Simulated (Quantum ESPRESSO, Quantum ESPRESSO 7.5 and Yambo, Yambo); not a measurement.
# SiC (F-43m): G0W0 with Yambo, start to end

Aim: the G0W0 gap of SiC (F-43m) on PBE, step by step.

Method: PBE and many-body steps on it, plane waves, in Quantum ESPRESSO 7.5 and Yambo 5.3.0.

**Experimental background.**

- Gap 2.39 eV: band gap at cryogenic temperature; bulk crystal (literature value) (quoted in “Silicon carbide diodes for neutron detection”, 2020, arxiv:2009.14696).

- Gap 2.4 eV: Tauc optical (indirect) gap of annealed polycrystalline 3C-SiC; UV-VIS spectroscopic ellipsometry, Tauc analysis; film (CVD ultrathin polycrystalline film, annealed, about 5 nm grains) (“On-Demand CMOS-Compatible Fabrication of Ultrathin Self-Aligned SiC Nanowire Arrays”, 2018, pmc:6267454).

### Step 1. The starting structure

The structure is cubic, space group F-43m (No. 216). Conventional cell: a = 4.358 Å, b = 4.358 Å, c = 4.358 Å, α = 90.00°, β = 90.00°, γ = 90.00°. Si has 4 C at 1.89 Å nearest. Nearest to C lie 4 Si at 1.89 Å. Farther neighbours are not listed.

The cell and positions come from the Crystallography Open Database and are kept as given unless a step says otherwise.

### Step 2. Ground state

This step: Quantum ESPRESSO 7.5; DFT, PBE, plane waves, norm-conserving pseudopotentials.

The ground-state density comes first.

Contents of pw.in:

```
&control
  calculation = 'scf'
  prefix = 'x'
  outdir = 'o'
  pseudo_dir = 'pseudo'
/
&system
  ibrav = 0
  nat = 2
  ntyp = 2
  ecutwfc = 74.0
  nbnd = 9
  force_symmorphic = .true.
/
&electrons
  conv_thr = 1e-10
  electron_maxstep = 80
  mixing_beta = 0.5
/
ATOMIC_SPECIES
  Si 28.085 Si.upf
  C 12.011 C.upf
CELL_PARAMETERS angstrom
  -0.0000000000 2.1790000000 2.1790000000
  2.1790000000 -0.0000000000 2.1790000000
  2.1790000000 2.1790000000 -0.0000000000
ATOMIC_POSITIONS crystal
  Si 0.0000000000 0.0000000000 0.0000000000
  C 0.2500000000 0.2500000000 0.2500000000
K_POINTS automatic
  8 8 8 0 0 0
```

On the command line:

```
OMP_NUM_THREADS=1 mpirun -n 4 pw.x -nk 4 -in pw.in > pw.out
```

Log:

```text
Program PWSCF v.7.5 starts

     This program is part of the open-source Quantum ESPRESSO suite
     for quantum simulation of materials; please cite
         "P. Giannozzi et al., J. Phys.:Condens. Matter 21 395502 (2009);
         "P. Giannozzi et al., J. Phys.:Condens. Matter 29 465901 (2017);
         "P. Giannozzi et al., J. Chem. Phys. 152 154105 (2020);
     in publications or presentations arising from this work. More details at
     Message from routine setup:
     using ibrav=0 with symmetry is DISCOURAGED, use correct ibrav instead

     G-vector sticks info

     bravais-lattice index     =            0
     lattice parameter (alat)  =       5.8233  a.u.
     unit-cell volume          =     139.6363 (a.u.)^3
     number of atoms/cell      =            2
     number of atomic types    =            2
     number of electrons       =         8.00
     number of Kohn-Sham states=            9
     kinetic-energy cutoff     =      74.0000  Ry
     charge density cutoff     =     296.0000  Ry
     scf convergence threshold =      1.0E-10
     mixing beta               =       0.5000
     number of iterations used =            8  plain     mixing
     Exchange-correlation= PBE
                           (   1   4   3   4   0   0   0)

     celldm(1)=   5.823326  celldm(2)=   0.000000  celldm(3)=   0.000000
     celldm(4)=   0.000000  celldm(5)=   0.000000  celldm(6)=   0.000000

     crystal axes: (cart. coord. in units of alat)
               a(1) = (  -0.000000   0.707107   0.707107 )
               a(2) = (   0.707107  -0.000000   0.707107 )
               a(3) = (   0.707107   0.707107  -0.000000 )

     reciprocal axes: (cart. coord. in units 2 pi/alat)
               b(1) = ( -0.707107  0.707107  0.707107 )
               b(2) = (  0.707107 -0.707107  0.707107 )
               b(3) = (  0.707107  0.707107 -0.707107 )
     Pseudo is Norm-conserving + core correction, Zval =  4.0
     Generated using ONCVPSP code by D. R. Hamann
     Using radial grid of 1510 points,  6 beta functions with:
     Pseudo is Norm-conserving + core correction, Zval =  4.0
     Generated using ONCVPSP code by D. R. Hamann
     Using radial grid of 1248 points,  4 beta functions with:
     Si                4.00    28.08500     Si( 1.00)
     C                 4.00    12.01100     C ( 1.00)

     24 Sym. Ops. (no inversion) found

   Cartesian axes

     site n.     atom                  positions (alat units)
         1        Si     tau(   1) = (   0.0000000   0.0000000   0.0000000  )
         2        C      tau(   2) = (   0.3535534   0.3535534   0.3535534  )

     number of k points=    29
                       cart. coord. in units 2pi/alat
        k(    1) = (   0.0000000   0.0000000   0.0000000), wk =   0.0039062
        k(    2) = (   0.0883883   0.0883883  -0.0883883), wk =   0.0312500
        k(    3) = (   0.1767767   0.1767767  -0.1767767), wk =   0.0312500
        k(    4) = (   0.2651650   0.2651650  -0.2651650), wk =   0.0312500
        k(    5) = (  -0.3535534  -0.3535534   0.3535534), wk =   0.0156250
        k(    6) = (   0.1767767   0.0000000   0.0000000), wk =   0.0234375
        k(    7) = (   0.2651650   0.0883883  -0.0883883), wk =   0.0937500
        k(    8) = (   0.3535534   0.1767767  -0.1767767), wk =   0.0937500
        k(    9) = (  -0.2651650  -0.4419417   0.4419417), wk =   0.0937500
        k(   10) = (  -0.1767767  -0.3535534   0.3535534), wk =   0.0937500
     [... 17 further rows ...]
        k(   28) = (  -0.7071068   0.1767767  -0.0000000), wk =   0.0468750
        k(   29) = (  -0.7071068   0.3535534   0.0000000), wk =   0.0234375

     Dense  grid:    12039 G-vectors     FFT dimensions: (  32,  32,  32)

     Initial potential from superposition of free atoms

     starting charge       7.9993, renormalised to       8.0000
     Starting wfcs are    8 randomized atomic wfcs +    1 random wfcs

     per-process dynamical memory:    12.4 Mb

     Self-consistent Calculation

     iteration #  1     ecut=    74.00 Ry     beta= 0.50

     total energy              =     -20.43216194 Ry
     estimated scf accuracy    <       0.43894269 Ry

     iteration #  2     ecut=    74.00 Ry     beta= 0.50

     total energy              =     -20.53629401 Ry
     estimated scf accuracy    <       0.02290293 Ry

     iteration #  3     ecut=    74.00 Ry     beta= 0.50

     total energy              =     -20.53952027 Ry
     estimated scf accuracy    <       0.00318449 Ry

     iteration #  4     ecut=    74.00 Ry     beta= 0.50

     total energy              =     -20.53966953 Ry
     estimated scf accuracy    <       0.00028107 Ry

     iteration #  5     ecut=    74.00 Ry     beta= 0.50

     total energy              =     -20.53974159 Ry
     estimated scf accuracy    <       0.00000977 Ry

     iteration #  6     ecut=    74.00 Ry     beta= 0.50

     total energy              =     -20.53974430 Ry
     estimated scf accuracy    <       0.00000040 Ry

     iteration #  7     ecut=    74.00 Ry     beta= 0.50

     total energy              =     -20.53974433 Ry
     estimated scf accuracy    <       0.00000008 Ry

     iteration #  8     ecut=    74.00 Ry     beta= 0.50

     total energy              =     -20.53974435 Ry
     estimated scf accuracy    <          1.1E-09 Ry

     iteration #  9     ecut=    74.00 Ry     beta= 0.50

     total energy              =     -20.53974435 Ry
     estimated scf accuracy    <          2.9E-10 Ry

     iteration # 10     ecut=    74.00 Ry     beta= 0.50

     End of self-consistent calculation

          k = 0.0000 0.0000 0.0000 (  1459 PWs)   bands (ev):

    -5.9135   9.4961   9.4961   9.4961  15.7194  16.8073  16.8073  16.8073
    24.0247

          k = 0.0884 0.0884-0.0884 (  1468 PWs)   bands (ev):

    -5.6090   8.0101   9.2947   9.2947  15.9644  17.1576  17.1576  17.3274
    22.8086

          k = 0.1768 0.1768-0.1768 (  1489 PWs)   bands (ev):

    -4.7185   5.1994   8.8888   8.8888  15.4830  17.4074  17.4074  18.8439
    22.6373

          k = 0.2652 0.2652-0.2652 (  1498 PWs)   bands (ev):

     [... further k-points ...]

     highest occupied, lowest unoccupied level (ev):     9.4961   10.8574

!    total energy              =     -20.53974435 Ry
     estimated scf accuracy    <          2.7E-12 Ry

     The total energy is the sum of the following terms:
     one-electron contribution =       5.61544871 Ry
     hartree contribution      =       2.33399995 Ry
     xc contribution           =      -7.55797124 Ry
     ewald contribution        =     -20.93122177 Ry

     convergence has been achieved in  10 iterations

     XML data file, charge density, pseudopotentials, collected wavefunctions

=------------------------------------------------------------------------------=
   JOB DONE.
=------------------------------------------------------------------------------=
```

Run time: 2 s. Hardware: 4 MPI ranks of Arm Neoverse V1, shared host; peak memory 0.16 GiB.

This step gave:

- total energy: -279.4575 eV
- gap: 1.361 eV
- k of the valence top: 0, 0, 0
- k of the conduction bottom: 0, -0.5, -0.5
- least direct gap: 4.553 eV

The gap is indirect, with the least direct gap 3.19 eV higher.

### Step 3. Bands along the symmetry lines

The cheap functional maps the bands first; the places of the edges decide which points the dearer methods must see.

Contents of pw.in:

```
&control
  calculation = 'bands'
  prefix = 'x'
  outdir = 'o'
  pseudo_dir = 'pseudo'
/
&system
  ibrav = 0
  nat = 2
  ntyp = 2
  ecutwfc = 74.0
  nbnd = 10
  force_symmorphic = .true.
/
&electrons
  conv_thr = 1e-9
  electron_maxstep = 80
  diago_full_acc = .true.
  diago_thr_init = 5e-6
/
ATOMIC_SPECIES
  Si 28.085 Si.upf
  C 12.011 C.upf
CELL_PARAMETERS angstrom
  -0.0000000000 2.1790000000 2.1790000000
  2.1790000000 -0.0000000000 2.1790000000
  2.1790000000 2.1790000000 -0.0000000000
ATOMIC_POSITIONS crystal
  Si 0.0000000000 0.0000000000 0.0000000000
  C 0.2500000000 0.2500000000 0.2500000000
K_POINTS crystal
  50
  0.00000000 0.00000000 0.00000000 1
  -0.06250000 -0.06250000 0.00000000 1
  -0.12500000 -0.12500000 0.00000000 1
  -0.18750000 -0.18750000 0.00000000 1
  -0.25000000 -0.25000000 0.00000000 1
  -0.31250000 -0.31250000 0.00000000 1
  -0.37500000 -0.37500000 0.00000000 1
  -0.43750000 -0.43750000 0.00000000 1
  -0.50000000 -0.50000000 0.00000000 1
  -0.48437500 -0.48437500 0.03125000 1
  -0.46875000 -0.46875000 0.06250000 1
  -0.45312500 -0.45312500 0.09375000 1
  -0.43750000 -0.43750000 0.12500000 1
  -0.42187500 -0.42187500 0.15625000 1
  -0.40625000 -0.40625000 0.18750000 1
  -0.39062500 -0.39062500 0.21875000 1
  -0.37500000 -0.37500000 0.25000000 1
  -0.37500000 0.00000000 0.37500000 1
  -0.32812500 0.00000000 0.32812500 1
  -0.28125000 0.00000000 0.28125000 1
  -0.23437500 0.00000000 0.23437500 1
  -0.18750000 0.00000000 0.18750000 1
  -0.14062500 0.00000000 0.14062500 1
  -0.09375000 0.00000000 0.09375000 1
  -0.04687500 0.00000000 0.04687500 1
  0.00000000 0.00000000 0.00000000 1
  0.00000000 0.00000000 0.06250000 1
  0.00000000 0.00000000 0.12500000 1
  0.00000000 0.00000000 0.18750000 1
  0.00000000 0.00000000 0.25000000 1
  0.00000000 0.00000000 0.31250000 1
  0.00000000 0.00000000 0.37500000 1
  0.00000000 0.00000000 0.43750000 1
  0.00000000 0.00000000 0.50000000 1
  -0.06250000 -0.03125000 0.46875000 1
  -0.12500000 -0.06250000 0.43750000 1
  -0.18750000 -0.09375000 0.40625000 1
  -0.25000000 -0.12500000 0.37500000 1
  -0.31250000 -0.15625000 0.34375000 1
  -0.37500000 -0.18750000 0.31250000 1
  -0.43750000 -0.21875000 0.28125000 1
  -0.50000000 -0.25000000 0.25000000 1
  -0.50000000 -0.28125000 0.21875000 1
  -0.50000000 -0.31250000 0.18750000 1
  -0.50000000 -0.34375000 0.15625000 1
  -0.50000000 -0.37500000 0.12500000 1
  -0.50000000 -0.40625000 0.09375000 1
  -0.50000000 -0.43750000 0.06250000 1
  -0.50000000 -0.46875000 0.03125000 1
  -0.50000000 -0.50000000 0.00000000 1
```

Log:

```text
[banner, memory and clock lines left out]
Program PWSCF v.7.5 starts

     Atomic positions and unit cell read from directory:
     o/x.save/

     Message from routine setup:
     using ibrav=0 with symmetry is DISCOURAGED, use correct ibrav instead

     G-vector sticks info

     bravais-lattice index     =            0
     lattice parameter (alat)  =       5.8233  a.u.
     unit-cell volume          =     139.6363 (a.u.)^3
     number of atoms/cell      =            2
     number of atomic types    =            2
     number of electrons       =         8.00
     number of Kohn-Sham states=           10
     kinetic-energy cutoff     =      74.0000  Ry
     charge density cutoff     =     296.0000  Ry
     Exchange-correlation= PBE
                           (   1   4   3   4   0   0   0)

     celldm(1)=   5.823326  celldm(2)=   0.000000  celldm(3)=   0.000000
     celldm(4)=   0.000000  celldm(5)=   0.000000  celldm(6)=   0.000000

     crystal axes: (cart. coord. in units of alat)
               a(1) = (  -0.000000   0.707107   0.707107 )
               a(2) = (   0.707107  -0.000000   0.707107 )
               a(3) = (   0.707107   0.707107  -0.000000 )

     reciprocal axes: (cart. coord. in units 2 pi/alat)
               b(1) = ( -0.707107  0.707107  0.707107 )
               b(2) = (  0.707107 -0.707107  0.707107 )
               b(3) = (  0.707107  0.707107 -0.707107 )
     Pseudo is Norm-conserving + core correction, Zval =  4.0
     Generated using ONCVPSP code by D. R. Hamann
     Using radial grid of 1510 points,  6 beta functions with:
     Pseudo is Norm-conserving + core correction, Zval =  4.0
     Generated using ONCVPSP code by D. R. Hamann
     Using radial grid of 1248 points,  4 beta functions with:
     Si                4.00    28.08500     Si( 1.00)
     C                 4.00    12.01100     C ( 1.00)

     24 Sym. Ops. (no inversion) found

   Cartesian axes

     site n.     atom                  positions (alat units)
         1        Si     tau(   1) = (   0.0000000   0.0000000   0.0000000  )
         2        C      tau(   2) = (   0.3535534   0.3535534   0.3535534  )

     number of k points=    50
                       cart. coord. in units 2pi/alat
        k(    1) = (   0.0000000   0.0000000   0.0000000), wk =   0.0400000
        k(    2) = (   0.0000000   0.0000000  -0.0883883), wk =   0.0400000
        k(    3) = (   0.0000000   0.0000000  -0.1767767), wk =   0.0400000
[...]
[... 38 further rows ...]
        k(   49) = (   0.0441942  -0.0000000  -0.7071068), wk =   0.0400000
        k(   50) = (   0.0000000   0.0000000  -0.7071068), wk =   0.0400000

     Dense  grid:    12039 G-vectors     FFT dimensions: (  32,  32,  32)

     The potential is recalculated from file :
     o/x.save/charge-density

     Starting wfcs are    8 randomized atomic wfcs +    2 random wfcs

     Band Structure Calculation

     End of band structure calculation

          k = 0.0000 0.0000 0.0000 (  1459 PWs)   bands (ev):

    -5.9135   9.4961   9.4961   9.4961  15.7194  16.8074  16.8074  16.8074
    24.0247  24.0247

          k = 0.0000 0.0000-0.0884 (  1463 PWs)   bands (ev):

    -5.8116   9.1780   9.2976   9.2976  15.9821  16.5572  17.0972  17.0972
    22.7759  24.1392

          k = 0.0000 0.0000-0.1768 (  1483 PWs)   bands (ev):

    -5.5074   8.3793   8.7981   8.7981  15.6821  16.7096  17.8632  17.8632
    21.0093  24.4815

          k =-0.0000 0.0000-0.2652 (  1483 PWs)   bands (ev):

[...]
k = 0.0000 0.0000-0.3536 (  1491 PWs)   bands (ev):

[...]
k = 0.0000-0.0000-0.4419 (  1495 PWs)   bands (ev):

[...]
k =-0.0000 0.0000-0.5303 (  1512 PWs)   bands (ev):

[...]
k = 0.0000-0.0000-0.6187 (  1508 PWs)   bands (ev):

[...]
k = 0.5303-0.0000-0.5303 (  1514 PWs)   bands (ev):

[...]
k = 0.0000 0.0000 0.0000 (  1459 PWs)   bands (ev):

[...]
k = 0.1326 0.0000-0.7071 (  1510 PWs)   bands (ev):

[...]
k = 0.0884-0.0000-0.7071 (  1518 PWs)   bands (ev):

[...]
k = 0.0442-0.0000-0.7071 (  1516 PWs)   bands (ev):

    -0.8889   1.7141   6.2251   6.2343  10.9909  13.9495  23.3378  23.5034
    24.1814  29.2235

          k = 0.0000 0.0000-0.7071 (  1524 PWs)   bands (ev):

    -0.8969   1.6936   6.3045   6.3045  10.8574  13.8294  23.4966  23.4966
    24.2654  29.5334

     XML data file, pseudopotentials, collected wavefunctions
```

Elapsed: 1.5 s, on 4 MPI ranks; peak memory 0.05 GiB; 5.8 s of CPU time.

Numbers from this step:

- gap: 1.361 eV
- k of the valence top: 0, 0, 0
- k of the conduction bottom: -0.5, -0.5, 0
- least direct gap: 4.553 eV

The gap is 1.361 eV, as in the run before at this level.

Electronic bands along the path, in eV, zero at the top of the highest filled band; v1 is the highest filled band, c1 the lowest empty one:

```
    point      v4     v3     v2     v1    c1    c2     c3     c4
        Γ  -15.41   0.00   0.00   0.00  6.22  7.31   7.31   7.31
  halfway  -13.81  -3.35  -1.94  -1.94  4.06  6.35  10.58  10.58
        X  -10.39  -7.80  -3.19  -3.19  1.36  4.33  14.00  14.00
  halfway  -10.34  -7.64  -4.23  -3.04  2.10  5.31  13.33  13.54
        U  -10.39  -7.28  -5.55  -2.60  3.11  7.78  11.84  12.45
jump to K  -10.39  -7.28  -5.55  -2.60  3.11  7.78  11.84  12.45
  halfway  -13.64  -4.48  -2.93  -0.54  6.77  7.84   8.25   9.05
        Γ  -15.41   0.00   0.00   0.00  6.22  7.31   7.31   7.31
  halfway  -14.21  -4.30  -0.61  -0.61  5.99  7.91   7.91   9.35
        L  -11.84  -8.54  -1.05  -1.05  5.43  7.23   7.23  10.05
  halfway  -11.20  -7.83  -3.71  -2.26  5.25  7.28  10.15  11.00
        W  -10.16  -7.03  -4.99  -4.69  5.21  9.44   9.45   9.79
  halfway  -10.28  -7.49  -4.07  -4.05  3.06  6.02  11.94  13.32
        X  -10.39  -7.80  -3.19  -3.19  1.36  4.33  14.00  14.00
```

The electronic bands as a text plot (rows in eV, shown from -8.0 to 7.4 only):

```
    7.0 |+++++           +      ++++++++        +++++++
    6.4 |++++ ++                     +++++++
    5.8 |       ++      +     ++            +++++ ++++       +
    5.1 |    +    +    +    ++                   +    ++++++  +
    4.5 |          ++++                                     +  ++
    3.8 |     ++           +
    3.2 |       ++        +                                  +
    2.6 |               ++                                    +
    1.9 |         +   ++                                       +
    1.3 |          +++                                          +
    0.6 |
    0.0 |**                      **********
   -0.6 |  **                   *  ***  *  *****
   -1.3 |  ***              ****         **     *****
   -1.9 |    ***           *     ****               **
   -2.6 |       ***      **                *         **
   -3.2 |     **   ******       ***                    *       **
   -3.8 |                     **                      * *    **
   -4.5 |       **     **       *           *          * ****
   -5.1 |                *  **                          ****
   -5.8 |         *       **  **             **
   -6.4 |                   **
   -7.0 |          **     **                   *        *****
   -7.7 |            *****                            **     ****
         Γ           X  U|K            Γ         L        W     X
```

(Part 1 of 3 ends here.)

[Paths, hosts, dates, memory and timing lines, banners, echoed tables and standing remarks are left out of the program output.]

[Logs are printed without paths, hosts, clocks, repeated set-up lines and the standing remarks that a program may print on its own settings, such as how far it seeks lower states.]

[Runs of the session that timed out or met a known fault of the program may be left out.]

[Hosts, paths, dates, database ids (printed as entryN), source tags and the programs' standing remarks are cut or masked in the printed files.]
